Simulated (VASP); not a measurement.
# InPd (Pm-3m) in VASP: settings compared

Aim: see how the results for InPd move with the level of theory and the settings. Levels: MS2, TPSSh, AM05, r2SCAN. Tasks: band structure.

Program: VASP 6.6.1. These are calculated values, not measurements. Logs are shortened: lines on timing, memory, paths and dates and some standing lists are left out, and cuts for length are marked.

### 1 Starting point

Symmetry: Pm-3m, No. 221, cubic system. The conventional cell has a = 3.272 Å, b = 3.272 Å, c = 3.272 Å, α = 90.00°, β = 90.00°, γ = 90.00°. Around In (site symmetry m-3m) lie 8 Pd at 2.83 Å. Pd (site symmetry m-3m) has 8 In at 2.83 Å as nearest neighbours.

The cell comes from a database or a generator and needn't be the stable form of this composition.

### 2 Band structure, MS2

The input, INCAR:

```
SYSTEM = InPd
PREC     = Accurate       ! precision mode
ENCUT    = 520            ! plane-wave cutoff, eV
EDIFF    = 1E-7           ! SCF threshold, eV
ISMEAR   = 1              ! smearing method
SIGMA    = 0.1            ! smearing width, eV
LREAL    = .FALSE.        ! projectors in reciprocal space
LASPH    = .TRUE.         ! aspherical terms in the spheres
NELM     = 80             ! most SCF steps
ALGO     = Normal         ! electronic algorithm
ISIF     = 2              ! what is computed and relaxed
LWAVE    = .FALSE.        ! write WAVECAR
LCHARG   = .FALSE.        ! write CHGCAR
LMAXMIX  = 4              ! l up to which the mixer works
METAGGA  = MS2            ! meta-GGA
LMIXTAU  = .TRUE.       
NBANDS   = 16             ! bands
BMIX     = 2.0
```

The input, KPOINTS:

```
Automatic mesh
0
G
  8 8 8
  0 0 0
```

The input, POSCAR:

```
InPd
1.0
    3.2718847800      0.0000000000      0.0000000000
    0.0000000000      3.2718847800      0.0000000000
    0.0000000000      0.0000000000      3.2718847800
In Pd
1 1
Cartesian
    0.0000000000      0.0000000000      0.0000000000
    1.6359423900      1.6359423900      1.6359423900
```

The input, KPOINTS_OPT:

```
path GXMGRX,MR
20
line-mode
reciprocal
 0.0000000000  0.0000000000  0.0000000000  G
 0.0000000000  0.5000000000  0.0000000000  X

 0.0000000000  0.5000000000  0.0000000000  X
 0.5000000000  0.5000000000  0.0000000000  M

 0.5000000000  0.5000000000  0.0000000000  M
 0.0000000000  0.0000000000  0.0000000000  G

 0.0000000000  0.0000000000  0.0000000000  G
 0.5000000000  0.5000000000  0.5000000000  R

 0.5000000000  0.5000000000  0.5000000000  R
 0.0000000000  0.5000000000  0.0000000000  X

 0.5000000000  0.5000000000  0.0000000000  M
 0.5000000000  0.5000000000  0.5000000000  R
```

Potentials or basis: VASP PAW PBE potentials, release 64 (In_d, Pd).

Started as:

```bash
cat potpaw_PBE.64/In_d/POTCAR potpaw_PBE.64/Pd/POTCAR > POTCAR
mpirun -np 1 vasp_std > vasp.out
```

OUTCAR:

```text
SYSTEM = InPd
   PREC = Accurate
   ENCUT = 520
   EDIFF = 1E-7
   ISMEAR = 1
   LREAL = .FALSE.
   LASPH = .TRUE.
   NELM = 80
   ISIF = 2
   METAGGA = MS2

 ion  position               nearest neighbor table
   1  0.000  0.000  0.000-   2 2.83   2 2.83   2 2.83   2 2.83   2 2.83   2 2.83   2 2.83   2 2.83

   2  0.500  0.500  0.500-   1 2.83   1 2.83   1 2.83   1 2.83   1 2.83   1 2.83   1 2.83   1 2.83

  LATTYP: Found a simple cubic cell.
 ALAT       =     3.2718847800

  Lattice vectors:

 A1 = (   3.2718847800,   0.0000000000,   0.0000000000)
 A2 = (   0.0000000000,   3.2718847800,   0.0000000000)
 A3 = (   0.0000000000,   0.0000000000,   3.2718847800)

Analysis of symmetry for initial positions (statically):
=====================================================================
 Subroutine PRICEL returns:
 Original cell was already a primitive cell.

 Routine SETGRP: Setting up the symmetry group for a
 simple cubic supercell.

 Subroutine GETGRP returns: Found 48 space group operations
 (whereof 48 operations were pure point group operations)
 out of a pool of 48 trial point group operations.

The static configuration has the point symmetry O_h .

Analysis of symmetry for dynamics (positions and initial velocities):
=====================================================================
 Subroutine PRICEL returns:
 Original cell was already a primitive cell.

 Routine SETGRP: Setting up the symmetry group for a
 simple cubic supercell.

 Subroutine GETGRP returns: Found 48 space group operations
 (whereof 48 operations were pure point group operations)
 out of a pool of 48 trial point group operations.

The dynamic configuration has the point symmetry O_h .

 Subroutine INISYM returns: Found 48 space group operations
 (whereof 48 operations are pure point group operations),
 and found     1 'primitive' translations

----------------------------------------------------------------------------------------

                                     Primitive cell

  volume of cell :      35.0263

  direct lattice vectors                    reciprocal lattice vectors
     3.271884780  0.000000000  0.000000000     0.305634234  0.000000000  0.000000000
     0.000000000  3.271884780  0.000000000     0.000000000  0.305634234  0.000000000
     0.000000000  0.000000000  3.271884780     0.000000000  0.000000000  0.305634234

  length of vectors
     3.271884780  3.271884780  3.271884780     0.305634234  0.305634234  0.305634234

  position of ions in fractional coordinates (direct lattice)
     0.000000000  0.000000000  0.000000000
     0.500000000  0.500000000  0.500000000

  ion indices of the primitive-cell ions
   primitive index   ion index
                 1           1
                 2           2

----------------------------------------------------------------------------------------

 KPOINTS: Automatic mesh

Automatic generation of k-mesh.
 Grid dimensions read from file:
 generate k-points for:    8    8    8

 Generating k-lattice:

  Cartesian coordinates                     Fractional coordinates (reciprocal lattice)
     0.038204279  0.000000000  0.000000000     0.125000000  0.000000000  0.000000000
     0.000000000  0.038204279  0.000000000     0.000000000  0.125000000  0.000000000
     0.000000000  0.000000000  0.038204279     0.000000000  0.000000000  0.125000000

  Length of vectors
     0.038204279  0.038204279  0.038204279

  Shift w.r.t. Gamma in fractional coordinates (k-lattice)
     0.000000000  0.000000000  0.000000000

 Subroutine IBZKPT returns following result:
 ===========================================

 Found     35 irreducible k-points:

 Following reciprocal coordinates:
            Coordinates               Weight
  0.000000  0.000000  0.000000      1.000000
  0.125000  0.000000  0.000000      6.000000
  0.250000  0.000000  0.000000      6.000000
  0.375000  0.000000  0.000000      6.000000
  0.500000  0.000000  0.000000      3.000000
  0.125000  0.125000  0.000000     12.000000
[... 16 lines left out ...]
  0.375000  0.375000  0.125000     24.000000
  0.500000  0.375000  0.125000     24.000000
 [... further k-points ...]
   k-points           NKPTS =     35   k-points in BZ     NKDIM =     35   number of bands    NBANDS=     16
   number of dos      NEDOS =    301   number of ions     NIONS =      2
   total plane-waves  NPLWV =  13824
   dimension x,y,z NGX =    24 NGY =   24 NGZ =   24
   dimension x,y,z NGXF=    48 NGYF=   48 NGZF=   48
   ions per type =               1   1
   NGX,Y,Z   is equivalent  to a cutoff of  12.19, 12.19, 12.19 a.u.
   NGXF,Y,Z  is equivalent  to a cutoff of  24.39, 24.39, 24.39 a.u.
 SYSTEM =  InPd
   PREC   = accura    normal or accurate (medium, high low for compatibility)
   ISTART =      0    job   : 0-new  1-cont  2-samecut
   ICHARG =      2    charge: 1-file 2-atom 10-const
   ISPIN  =      1    spin polarized calculation?
   LNONCOLLINEAR =      F non collinear calculations
   LSORBIT =      F    spin-orbit coupling
   LASPH  =      T    aspherical Exc in radial PAW
   ENCUT  =  520.0 eV  38.22 Ry    6.18 a.u.   6.08  6.08  6.08*2*pi/ulx,y,z
   NELM   =     80;   NELMIN=  2; NELMDL= -5     # of ELM steps
   EDIFF  = 0.1E-06   stopping-criterion for ELM
   LREAL  =      F    real-space projection
   EDIFFG = 0.1E-05   stopping-criterion for IOM
   NSW    =      0    number of steps for IOM
   IBRION =     -1    ionic relax: 0-MD 1-quasi-New 2-CG
   NFREE  =      0    steps in history (QN), initial steepest desc. (CG)
   ISIF   =      2    stress and relaxation
   ISYM   =      2    0-nonsym 1-usesym 2-fastsym
   POTIM  = 0.5000    time-step for ionic-motion
   TEBEG  =    0.0;   TEEND  =   0.0 temperature during run
   PSTRESS=    0.0 pullay stress
   NELECT =      23.0000    total number of electrons
   NUPDOWN=      -1.0000    fix difference up-down
   EMIN   =  10.00;   EMAX   =-10.00  energy-range for DOS
   EFERMI =   0.00;   METHOD = LEGACY
   ISMEAR =     1;   SIGMA  =   0.10  broadening in eV -4-tet -1-fermi 0-gaus
   EFERMI_NEDOS =   21; number of points for ismear=-14 and -15
   IALGO  =     38    algorithm
   IMIX   =      4    mixing-type and parameters
     AMIX     =   0.40;   BMIX     =  2.00
     AMIX_MAG =   1.60;   BMIX_MAG =  2.00
  volume/ion in A,a.u.               =      17.51       118.18
  Fermi-wavevector in a.u.,A,eV,Ry     =   1.422938  2.688964 27.548447  2.024754
  Thomas-Fermi vector in A             =   2.543589
   LORBIT       =      0    0 simple, 1 ext, 2 COOP (PROOUT), +10 PAW based schemes
   METAGGA = MS2    functional components
   LHFCALC =     F    Hartree Fock is set to
   AEXX    =    0.0000 exact exchange contribution
   IVDW    =     0    specifies the selected vdW correction
   LEPSILON=     F    determine dielectric tensor
   LRPA    =     F    only Hartree local field effects (RPA)
 non-spin polarized calculation
 Methfessel and Paxton  Order N= 1 SIGMA  =   0.10
  energy-cutoff  :      520.00
  volume of cell :       35.03
 maximum number of plane-waves:       968
   NGX = 13   NGY = 13   NGZ = 13

 number of electron      22.9999997 magnetization

 Free energy of the ion-electron system (eV)
  ---------------------------------------------------
  ext. energy  EPLUGINS =         0.00000000
  ---------------------------------------------------
  free energy    TOTEN  =        -3.55066402 eV

  energy without entropy =       -3.54765572  energy(sigma->0) =       -3.54966125

 E-fermi :  10.2092     XC(G=0): -12.9214

 val. band max:       10.1960270387   @ k =   0.3750   0.2500   0.1250
 cond. band min:      10.5400009906   @ k =   0.5000   0.5000   0.5000
 fundamental gap:      0.3439739519
 Fermi energy:        10.2092295543

 k-point     1 :       0.0000    0.0000    0.0000
  band No.  band energies     occupation
      1      -4.7807      2.00000
      2      -4.7807      2.00000
      3      -4.3818      2.00000
      4      -4.3818      2.00000
      5      -4.3818      2.00000
      6       0.2089      2.00000
[... 8 lines left out ...]
     15      20.2430      0.00000
     16      20.8600      0.00000

 k-point     2 :       0.1250    0.0000    0.0000
  band No.  band energies     occupation
      1      -4.7720      2.00000
      2      -4.7289      2.00000
      3      -4.3976      2.00000
      4      -4.3976      2.00000
      5      -4.3771      2.00000
      6       0.4588      2.00000
[... 8 lines left out ...]
     15      20.4983      0.00000
     16      20.7773      0.00000

 k-point     3 :       0.2500    0.0000    0.0000
  band No.  band energies     occupation
      1      -4.7512      2.00000
      2      -4.6042      2.00000
      3      -4.4356      2.00000
      4      -4.4356      2.00000
      5      -4.3657      2.00000
      6       1.2025      2.00000
[... 8 lines left out ...]
     15      20.5587      0.00000
     16      20.5821      0.00000

 k-point     4 :       0.3750    0.0000    0.0000
  band No.  band energies     occupation
      1      -4.7303      2.00000
      2      -4.4805      2.00000
      3      -4.4732      2.00000
      4      -4.4732      2.00000
      5      -4.3543      2.00000
      6       2.4059      2.00000
[... 8 lines left out ...]
     15      20.3154      0.00000
     16      20.9035      0.00000

 k-point     5 :       0.5000    0.0000    0.0000
  band No.  band energies     occupation
      1      -4.7216      2.00000
      2      -4.4887      2.00000
      3      -4.4887      2.00000
      4      -4.4295      2.00000
      5      -4.3495      2.00000
      6       3.7517      2.00000
[... 8 lines left out ...]
     15      20.2086      0.00000
     16      21.1113      0.00000

 k-point     6 :       0.1250    0.1250    0.0000
  band No.  band energies     occupation
      1      -4.7435      2.00000
      2      -4.6975      2.00000
      3      -4.4172      2.00000
      4      -4.4020      2.00000
      5      -4.3868      2.00000
      6       0.7060      2.00000
[... 8 lines left out ...]
     15      20.6226      0.00000
     16      22.3396      0.00000
[... 267 lines left out ...]
 k-point    21 :       0.3750    0.2500    0.1250
  band No.  band energies     occupation
      1      -4.5944      2.00000
      2      -4.5831      2.00000
      3      -4.5114      2.00000
      4      -4.4596      2.00000
      5      -4.3658      2.00000
      6       3.2842      2.00000
[... 8 lines left out ...]
     15      17.5818      0.00000
     16      20.8136      0.00000

 k-point    22 :       0.5000    0.2500    0.1250
  band No.  band energies     occupation
      1      -4.6180      2.00000
      2      -4.5784      2.00000
      3      -4.5305      2.00000
      4      -4.4600      2.00000
      5      -4.3142      2.00000
      6       4.0134      2.00000
[... 8 lines left out ...]
     15      17.7411      0.00000
     16      19.6140      0.00000

 k-point    23 :       0.3750    0.3750    0.1250
  band No.  band energies     occupation
      1      -4.6659      2.00000
      2      -4.5481      2.00000
      3      -4.5213      2.00000
      4      -4.5111      2.00000
      5      -4.2610      2.00000
      6       3.9026      2.00000
[... 8 lines left out ...]
     15      17.6469      0.00000
     16      21.2874      0.00000

 k-point    24 :       0.5000    0.3750    0.1250
  band No.  band energies     occupation
      1      -4.6960      2.00000
      2      -4.5389      2.00000
      3      -4.5383      2.00000
      4      -4.5184      2.00000
      5      -4.2118      2.00000
      6       4.2219      2.00000
[... 8 lines left out ...]
     15      18.2658      0.00000
     16      20.3270      0.00000

 [... further k-points ...]

------------------------ aborting loop because EDIFF is reached ----------------------------------------

  FORCE on cell =-STRESS in cart. coord.  units (eV):
  Direction    XX          YY          ZZ          XY          YZ          ZX
  --------------------------------------------------------------------------------------
  -------------------------------------------------------------------------------------
  Total       -0.6283074     -0.6283074     -0.6283074      0.0000000     -0.0000000      0.0000000
  in kB      -28.7401336    -28.7401336    -28.7401336      0.0000000     -0.0000000      0.0000000
  external PRESSURE =     -28.7401336 kB  Pullay stress =       0.0000000 kB

 VOLUME and BASIS-vectors are now :
 -----------------------------------------------------------------------------
  energy-cutoff  :      520.00
  volume of cell :       35.03
      direct lattice vectors                 reciprocal lattice vectors
     3.271884780  0.000000000  0.000000000     0.305634234  0.000000000  0.000000000
     0.000000000  3.271884780  0.000000000     0.000000000  0.305634234  0.000000000
     0.000000000  0.000000000  3.271884780     0.000000000  0.000000000  0.305634234

 POSITION                                       TOTAL-FORCE (eV/Angst)
 -----------------------------------------------------------------------------------
      0.00000      0.00000      0.00000         0.000000      0.000000      0.000000
      1.63594      1.63594      1.63594         0.000000      0.000000      0.000000
 -----------------------------------------------------------------------------------
    total drift:                                0.000000      0.000000     -0.000000

  FREE ENERGIE OF THE ION-ELECTRON SYSTEM (eV)
  ---------------------------------------------------
  free  energy   TOTEN  =        -3.5506640164 eV

  energy  without entropy=       -3.5476557213  energy(sigma->0) =       -3.54966125
```

Run time: 67 s. Hardware: 1 thread of Intel Xeon Platinum 8488C (Sapphire Rapids), shared host; peak memory 0.17 GiB.

What came out:

```yaml
Free_energy: -3.5507 eV
Pressure: -2.9 GPa
Band_gap_along_the_path: none (metal or under the smearing width)
```

Levels at the corners of the path, in eV from the Fermi level:
```tsv
point	band 8	band 9	band 10	band 11	band 12	band 13	band 14	band 15
Γ	-3.78	-2.10	-2.10	-2.10	4.38	4.38	4.38	10.03
X	-3.76	-3.11	-3.11	-2.18	-1.04	9.83	9.83	10.00
X	-3.76	-3.11	-3.11	-2.18	-1.04	9.83	9.83	10.00
M	-2.53	-2.53	-2.29	-2.29	-1.64	1.77	2.66	9.79
M	-2.53	-2.53	-2.29	-2.29	-1.64	1.77	2.66	9.79
Γ	-3.78	-2.10	-2.10	-2.10	4.38	4.38	4.38	10.03
Γ	-3.78	-2.10	-2.10	-2.10	4.38	4.38	4.38	10.03
R	-4.77	-1.60	-1.60	0.33	3.86	3.86	3.86	4.58
R	-4.77	-1.60	-1.60	0.33	3.86	3.86	3.86	4.58
X	-3.76	-3.11	-3.11	-2.18	-1.04	9.83	9.83	10.00
M	-2.53	-2.53	-2.29	-2.29	-1.64	1.77	2.66	9.79
R	-4.77	-1.60	-1.60	0.33	3.86	3.86	3.86	4.58
```

Caveat: the PAW data sets were made with another functional, which shifts forces and pressure a little; spin-orbit coupling is left out, which moves the levels of the heavy elements.

### 3 Band structure, TPSSh

POSCAR, as its differences from that of step 2:

```diff
@@ -7,4 +7,4 @@
 1 1
-Cartesian
+Direct
     0.0000000000      0.0000000000      0.0000000000
-    1.6359423900      1.6359423900      1.6359423900
+    0.5000000000      0.5000000000      0.5000000000
```

The input, INCAR.step1:

```
ALGO     = Normal         # electronic algorithm
EDIFF    = 1E-5           # SCF threshold, eV
ENCUT    = 520            # plane-wave cutoff, eV
GGA      = PE             # functional
ISIF     = 2              # what is computed and relaxed
ISMEAR   = -1             # smearing method
LASPH    = T              # aspherical terms in the spheres
LCHARG   = F              # write CHGCAR
LMAXMIX  = 4              # l up to which the mixer works
LREAL    = F              # projectors in reciprocal space
LWAVE    = T              # write WAVECAR
NBANDS   = 18             # bands
NELM     = 60             # most SCF steps
PREC     = Accurate       # precision mode
SIGMA    = 0.05           # smearing width, eV
```

The input, INCAR.step2:

```
AEXX     = 0.1            # exact-exchange fraction
ALGO     = Normal         # electronic algorithm
EDIFF    = 1E-7           # SCF threshold, eV
ENCUT    = 520            # plane-wave cutoff, eV
ISIF     = 2              # what is computed and relaxed
ISMEAR   = -1             # smearing method
ISTART   = 1            
LASPH    = T              # aspherical terms in the spheres
LCHARG   = F              # write CHGCAR
LHFCALC  = T              # exact exchange
LMAXMIX  = 4              # l up to which the mixer works
LMIXTAU  = T            
LREAL    = F              # projectors in reciprocal space
LWAVE    = F              # write WAVECAR
METAGGA  = TPSS           # meta-GGA
NBANDS   = 18             # bands
NELM     = 60             # most SCF steps
PREC     = Accurate       # precision mode
PRECFOCK = Normal       
SIGMA    = 0.05           # smearing width, eV
```

The input, KPOINTS:

```
k-points
0
Gamma
  4 4 4
```

KPOINTS_OPT, as its differences from that of step 2:

```diff
@@ -1,3 +1,3 @@
 path GXMGRX,MR
-20
+8
 line-mode
```

Potentials or basis: VASP PAW PBE potentials, release 64 (In_d, Pd).

Started as:

```bash
cat potpaw_PBE.64/In_d/POTCAR potpaw_PBE.64/Pd/POTCAR > POTCAR
cp INCAR.step1 INCAR
mpirun -np 1 vasp_std > vasp.out
cp INCAR.step2 INCAR
mpirun -np 1 vasp_std > vasp.out
```

Wall time 24 min (1 thread of Intel Xeon 6975P-C (Granite Rapids), shared host); peak memory 0.17 GiB.

It converged, with:

```
Free energy : -24.8411 eV
Pressure    : -1.4 GPa
```

Levels at the corners of the path, in eV from the Fermi level:
```csv
point,band 10,band 11,band 12,band 13,band 14,band 15
Γ,-2.99,-2.99,4.42,4.42,4.42,10.00
X,-4.02,-3.07,-1.70,9.94,9.94,9.95
X,-4.02,-3.07,-1.70,9.94,9.94,9.95
M,-2.87,-2.87,-2.43,1.53,2.63,9.87
M,-2.87,-2.87,-2.43,1.53,2.63,9.87
Γ,-2.99,-2.99,4.42,4.42,4.42,10.00
Γ,-2.99,-2.99,4.42,4.42,4.42,10.00
R,-2.39,-0.16,3.80,3.80,3.80,4.47
R,-2.39,-0.16,3.80,3.80,3.80,4.47
X,-4.02,-3.07,-1.70,9.94,9.94,9.95
M,-2.87,-2.87,-2.43,1.53,2.63,9.87
R,-2.39,-0.16,3.80,3.80,3.80,4.47
```

Caveat: the k mesh is coarse (spacing up to 0.48 Å⁻¹), so the values aren't converged, least of all with exact exchange; an unscreened hybrid on a path of extra k points without a Coulomb cutoff has errors near the mesh points, so the bands along the path aren't reliable; the PAW data sets were made with another functional, which shifts forces and pressure a little; spin-orbit coupling is left out, which moves the levels of the heavy elements.

(Continued in part 2 of 2.)
